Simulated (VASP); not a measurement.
# InSb in VASP: one cell, several levels of theory

Zincblende InSb, under -3.0 % biaxial strain in x and y, free along z is computed at one geometry. Runs: PBE, r2SCAN. The results are then set beside those of Ansatz 0.2.0 for the same cell.

Program: VASP 6.6.1. PAW datasets, plane waves. (Simulation; spin polarisation is off.)

### Step 1. The system as given

The cell comes from an earlier relaxation with r2SCAN in another program, then strained, with the atoms relaxed again.

It is tetragonal, I-4m2 (No. 119); a = 4.499 Å, c = 6.751 Å in the conventional setting, 34.16 Å³ an atom. Near In stand 4 Sb at 2.81 Å; near Sb stand 4 In at 2.81 Å.

Structure file:

```
CELL_PARAMETERS angstrom
0.00000 3.18113 3.37549
3.18113 0.00000 3.37549
3.18113 3.18113 0.00000
ATOMIC_POSITIONS crystal
In 0.00000 0.00000 0.00000
Sb 0.25000 0.25000 0.25000
```

### Step 2. Single point with PBE

The input, INCAR:

```
ENCUT = 520.000000
SIGMA = 0.020000
EDIFF = 1.00e-07
GGA = PE
PREC = Accurate
IBRION = -1
ISIF = 2
ISMEAR = -1
NBANDS = 16
NELM = 120
NSW = 0
LASPH = .TRUE.
LCHARG = .FALSE.
LWAVE = .FALSE.
LREAL = .FALSE.
```

The input, KPOINTS:

```
KPOINTS created by Atomic Simulation Environment
0
Gamma
6 6 6
0 0 0
```

The input, KPOINTS_OPT:

```
special points
7
Reciprocal
0.0000000000 0.0000000000 0.0000000000 1
-0.5000000000 -0.5000000000 0.0000000000 1
-0.3750000000 -0.3750000000 0.2500000000 1
-0.3750000000 0.0000000000 0.3750000000 1
0.0000000000 0.0000000000 0.5000000000 1
-0.5000000000 -0.2500000000 0.2500000000 1
-0.0211590000 -0.0211590000 0.0000000000 1
```

The input, POSCAR:

```
In Sb
 1.0000000000000000
     0.0000000000000000    3.1811276270000000    3.3754891042000001
     3.1811276270000000    0.0000000000000000    3.3754891042000001
     3.1811276270000000    3.1811276270000000    0.0000000000000000
 In  Sb
   1   1
Cartesian
  0.0000000000000000  0.0000000000000000  0.0000000000000000
  1.5905638135000004  1.5905638135000004  1.6877445521000001
```

The run uses the recommended PBE PAW datasets (18 valence electrons a neutral cell).

The run is started by

```sh
$ mpirun -np 1 vasp_std
```

Standard output, without the iteration lines:

```text
POSCAR found type information on POSCAR InSb
 POSCAR found :  2 types and       2 ions
 LDA part: xc-table for (Slater+PW92), standard interpolation
 POSCAR, INCAR and KPOINTS ok, starting setup
 FFT: planning ... GRIDC
 FFT: planning ... GRID_SOFT
 FFT: planning ... GRID
 WAVECAR not read
 entering main loop
 Start KPOINTS_OPT (optional k-point list driver)
k-point batch [1-7\7]
```

OSZICAR:

```text
N       E                     dE             d eps       ncg     rms          rms(c)
DAV:   1     0.111214927262E+03    0.11121E+03   -0.79657E+03   968   0.112E+03
DAV:   2     0.236905706546E+00   -0.11098E+03   -0.10729E+03  1032   0.277E+02
DAV:   3    -0.678181428459E+01   -0.70187E+01   -0.69908E+01  1264   0.731E+01
DAV:   4    -0.698007114763E+01   -0.19826E+00   -0.19821E+00  1232   0.138E+01
DAV:   5    -0.699007358156E+01   -0.10002E-01   -0.10002E-01  1456   0.254E+00    0.414E+00
DAV:   6    -0.688954146143E+01    0.10053E+00   -0.15515E-01  1368   0.598E+00    0.240E+00
DAV:   7    -0.687544197444E+01    0.14099E-01   -0.71715E-02  1320   0.247E+00    0.625E-01
DAV:   8    -0.687648042468E+01   -0.10385E-02   -0.80179E-03  1288   0.103E+00    0.262E-01
DAV:   9    -0.687715896296E+01   -0.67854E-03   -0.10142E-03  1200   0.280E-01    0.774E-02
DAV:  10    -0.687719411253E+01   -0.35150E-04   -0.47031E-05  1304   0.450E-02    0.397E-02
DAV:  11    -0.687723680431E+01   -0.42692E-04   -0.77087E-05  1160   0.546E-02    0.263E-02
DAV:  12    -0.687723826320E+01   -0.14589E-05   -0.13998E-06  1144   0.759E-03    0.745E-03
DAV:  13    -0.687723869485E+01   -0.43166E-06   -0.14011E-06  1184   0.714E-03    0.432E-03
DAV:  14    -0.687723848553E+01    0.20932E-06   -0.50868E-08  1088   0.154E-03    0.126E-03
DAV:  15    -0.687723849873E+01   -0.13198E-07   -0.15125E-08   816   0.971E-04
   1 F= -.68772385E+01 E0= -.68771101E+01  d E =-.256728E-03
       N       E                     dE             ncg
DAV:   1     0.654477825030E+03   -0.29337E+04      224
DAV:   2    -0.153282289280E+03   -0.80776E+03      240
DAV:   3    -0.209036353648E+03   -0.55754E+02      328
DAV:   4    -0.210481118072E+03   -0.14448E+01      272
DAV:   5    -0.210568099113E+03   -0.86981E-01      384
DAV:   6    -0.210568976521E+03   -0.87741E-03      272
DAV:   7    -0.210569024791E+03   -0.48269E-04      376
DAV:   8    -0.210569025280E+03   -0.48929E-06      280
DAV:   9    -0.210569025290E+03   -0.99343E-08      272
```

The lines after F= are the extra pass for the points of KPOINTS_OPT, at fixed density; their E is not a total energy.

OUTCAR, selected sections:

```text
k-points           NKPTS =     30   k-points in BZ     NKDIM =     30   number of bands    NBANDS=     16

   NELECT =      18.0000    total number of electrons

   dimension x,y,z NGX =    36 NGY =   36 NGZ =   36
   dimension x,y,z NGXF=    72 NGYF=   72 NGZF=   72

  energy-cutoff  :      520.00
  volume of cell :       68.32
      direct lattice vectors                 reciprocal lattice vectors
     0.000000000  3.181127627  3.375489104    -0.157176969  0.157176969  0.148126682
     3.181127627  0.000000000  3.375489104     0.157176969 -0.157176969  0.148126682
     3.181127627  3.181127627  0.000000000     0.157176969  0.157176969 -0.148126682

 k-points in reciprocal lattice and weights: KPOINTS created by Atomic Simulation Env
   0.00000000  0.00000000  0.00000000       0.005
   0.16666667  0.00000000  0.00000000       0.037
   0.33333333  0.00000000  0.00000000       0.037
   0.50000000 -0.00000000  0.00000000       0.019
   0.16666667  0.16666667  0.00000000       0.009
   0.33333333  0.16666667  0.00000000       0.037
   0.50000000  0.16666667  0.00000000       0.037
  -0.33333333  0.16666667  0.00000000       0.037
[... 22 more k-points ...]

 E-fermi :   5.1675

 k-point     1 :       0.0000    0.0000    0.0000
  band No.  band energies     occupation
      1      -9.5485      2.00000
      2      -9.5356      2.00000
      3      -9.5356      2.00000
      4      -9.4613      2.00000
      5      -9.4539      2.00000
      6      -5.6177      2.00000
      7       4.8208      2.00000
      8       4.8454      2.00000
      9       5.1675      1.00000
     10       5.1675      1.00000
     11       7.9914      0.00000
     12       7.9914      0.00000
     13       8.1261      0.00000
     14      10.7939      0.00000
     15      12.8167      0.00000
     16      13.2600      0.00000

 k-point     2 :       0.1667    0.0000    0.0000
  band No.  band energies     occupation
      1      -9.5531      2.00000
      2      -9.5373      2.00000
      3      -9.5305      2.00000
      4      -9.4622      2.00000
      5      -9.4535      2.00000
      6      -5.3705      2.00000
      7       2.5924      2.00000
      8       4.5978      2.00000
      9       4.8646      2.00000
     10       6.0196      0.00000
     11       8.3979      0.00000
     12       8.4633      0.00000
     13       8.8709      0.00000
     14      11.7999      0.00000
     15      12.2092      0.00000
     16      12.6294      0.00000

 k-point     3 :       0.3333    0.0000    0.0000
  band No.  band energies     occupation
      1      -9.5745      2.00000
      2      -9.5293      2.00000
      3      -9.5215      2.00000
      4      -9.4627      2.00000
      5      -9.4510      2.00000
      6      -4.7311      2.00000
      7       0.4620      2.00000
      8       4.0761      2.00000
      9       4.4343      2.00000
     10       5.7185      0.00000
     11       8.7890      0.00000
     12       8.9761      0.00000
     13      10.8671      0.00000
     14      11.7588      0.00000
     15      12.7847      0.00000
     16      12.9061      0.00000

 k-point     4 :       0.5000   -0.0000    0.0000
  band No.  band energies     occupation
      1      -9.5857      2.00000
      2      -9.5255      2.00000
      3      -9.5178      2.00000
      4      -9.4622      2.00000
      5      -9.4489      2.00000
      6      -4.2626      2.00000
      7      -0.5311      2.00000
      8       3.8679      2.00000
      9       4.2657      2.00000
     10       5.5488      0.00000
     11       8.7747      0.00000
     12       9.0215      0.00000
     13      11.1858      0.00000
     14      13.2391      0.00000
     15      14.0662      0.00000
     16      14.3580      0.00000

 k-point     5 :       0.1667    0.1667    0.0000
  band No.  band energies     occupation
      1      -9.5674      2.00000
      2      -9.5256      2.00000
      3      -9.5256      2.00000
      4      -9.4597      2.00000
      5      -9.4563      2.00000
      6      -5.3076      2.00000
      7       2.3714      2.00000
      8       4.3481      2.00000
      9       4.3481      2.00000
     10       6.9845      0.00000
     11       7.4698      0.00000
     12       9.2593      0.00000
     13       9.2593      0.00000
     14      10.8299      0.00000
     15      12.2831      0.00000
     16      14.0277      0.00000

 k-point     6 :       0.3333    0.1667    0.0000
  band No.  band energies     occupation
      1      -9.5826      2.00000
      2      -9.5203      2.00000
      3      -9.5160      2.00000
      4      -9.4592      2.00000
      5      -9.4572      2.00000
      6      -4.8007      2.00000
      7       0.8372      2.00000
      8       3.4754      2.00000
      9       3.9103      2.00000
     10       7.0808      0.00000
     11       8.0851      0.00000
     12       9.6254      0.00000
     13      10.0222      0.00000
     14      11.9353      0.00000
     15      13.3623      0.00000
     16      13.7954      0.00000

 k-point     7 :       0.5000    0.1667    0.0000
  band No.  band energies     occupation
      1      -9.5915      2.00000
      2      -9.5198      2.00000
      3      -9.5116      2.00000
      4      -9.4609      2.00000
      5      -9.4538      2.00000
      6      -4.1784      2.00000
      7      -0.4101      2.00000
      8       2.7237      2.00000
      9       3.8702      2.00000
     10       6.9195      0.00000
     11       8.5509      0.00000
     12       9.8842      0.00000
     13      11.0465      0.00000
     14      12.7588      0.00000
     15      13.9042      0.00000
     16      14.2443      0.00000

 k-point     8 :      -0.3333    0.1667    0.0000
  band No.  band energies     occupation
      1      -9.5863      2.00000
      2      -9.5224      2.00000
      3      -9.5154      2.00000
      4      -9.4646      2.00000
      5      -9.4507      2.00000
      6      -4.3135      2.00000
      7      -0.1002      2.00000
      8       2.5595      2.00000
      9       4.2357      2.00000
     10       6.9410      0.00000
     11       8.8389      0.00000
     12       9.4070      0.00000
     13      10.6424      0.00000
     14      12.4153      0.00000
     15      12.8148      0.00000
     16      14.4619      0.00000

[... the tables of k-points 9 to 30 left out ...]

  Total        1.4741596      1.4741596      0.7432680      0.0000000      0.0000000      0.0000000
  in kB       34.5721346     34.5721346     17.4311934      0.0000000      0.0000000      0.0000000
  external PRESSURE =      28.8584875 kB  Pullay stress =       0.0000000 kB

 POSITION                                       TOTAL-FORCE (eV/Angst)
 -----------------------------------------------------------------------------------
      0.00000      0.00000      0.00000         0.000000      0.000000     -0.000000
      1.59056      1.59056      1.68774        -0.000000     -0.000000      0.000000
 -----------------------------------------------------------------------------------
    total drift:                               -0.000000     -0.000000      0.000000

  FREE ENERGIE OF THE ION-ELECTRON SYSTEM (eV)
  ---------------------------------------------------
  free  energy   TOTEN  =        -6.8772384987 eV

  energy  without entropy=       -6.8769817707  energy(sigma->0) =       -6.87711013
```

Hardware: 1 MPI rank of Intel Xeon Platinum 8488C, shared host.

The levels at the points of KPOINTS_OPT are read from vasprun.xml.

Near the gap, in eV above the top of the last filled band v; c is the band after it:

| point | v−1 | v | c | c+1 |
| --- | --- | --- | --- | --- |
| Γ | -0.32 | 0.00 | 0.00 | 2.82 |
| X | -2.14 | -2.14 | 1.46 | 1.52 |
| U | -3.20 | -1.79 | 1.77 | 3.93 |
| K | -3.20 | -2.11 | 1.39 | 3.41 |
| L | -1.30 | -0.90 | 0.38 | 3.61 |
| W | -2.93 | -2.81 | 3.52 | 3.91 |

At the PBE level the bands overlap by 0.02 eV: a metal or semimetal. The pressure is 2.89 GPa; the forces vanish within 0.01 eV/Å.

[end of part 1 of 2]
